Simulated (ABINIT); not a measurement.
Runs of ABINIT 10.8.3 (patched build) on TiO2 (Anatase). Symmetry: I4_1/amd, No. 141, tetragonal system. The conventional cell has a = 3.784 Å, b = 3.784 Å, c = 9.515 Å, α = 90.00°, β = 90.00°, γ = 90.00°. Ti (site symmetry -4m2) is surrounded by 6 O at 1.93 to 1.98 Å. Around O (site symmetry 2mm) lie 3 Ti at 1.93 to 1.98 Å. 

```csv
level,potentials or basis,k mesh,mesh quality,gap on the mesh (eV),pressure (GPa),largest force (eV/Å)
PBEsol,JTH PAW PBE v2.0,6 × 6 × 6,not flagged,(a),-0.4,0.01
PBE,JTH PAW PBE v2.0,6 × 6 × 6,not flagged,2.16,5.5,0.11
LDA,JTH PAW LDA v2.0,4 × 4 × 4,coarse,2.05,-6.5,0.11
LDA,JTH PAW LDA v2.0,6 × 6 × 6,not flagged,2.05,-6.5,0.12
PBE,JTH PAW PBE v2.0,4 × 4 × 4,coarse,2.16,5.5,0.12
```

Alike in all rows: task single point; no spin polarisation; cell as given; cutoff (eV) 626; smearing fermi-dirac 0.05 eV.

Fill in the values left out.

(a) 2.11.

Caveats: some runs use coarse meshes; the atomic spheres overlap; the PAW data sets were made with another functional, which shifts forces and pressure a little (some runs).

A k mesh can miss the band edges.
